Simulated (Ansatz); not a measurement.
Crystal: CdO (Monteponite).

```xyz
2
Lattice="0.0000 2.3495 2.3495 2.3495 0.0000 2.3495 2.3495 2.3495 0.0000" Properties=species:S:1:pos:R:3 pbc="T T T"
Cd    0.0000    0.0000    0.0000
O     2.3495    2.3495    2.3495
```

Base run:

- Program: Ansatz 0.2.0
- Functional: PBEsol
- Potentials or basis: all-electron PAW datasets made for the crystal
- Cutoff: 340 eV (chosen from the basis error)
- k mesh: 8 × 8 × 8
- Occupations: fermi-dirac, width 0.05 eV
- Spin: no spin polarisation

Its results: band gap on the k mesh none (metal or under the smearing width); pressure -0.8 GPa.

Problem. The run is repeated on the same cell with these changes: functional from PBEsol to HSE06; cutoff from 340 eV (chosen from the basis error) to 360 eV (chosen from the basis error). What comes out?

Solution. Band gap on the k mesh 0.91 eV, indirect (least direct gap 2.30 eV); pressure 0.6 GPa.

HSE06 gives the wider gap, since exact exchange removes part of the self-interaction.

Caveats: the k mesh is thin for a metal, which can move the energy by tens of meV per atom (some runs); the program warned that the printed levels may be off, so bands, gaps and densities of states are rough (some runs).

A k mesh can miss the band edges.

The runs don't all hold the same shells in valence.
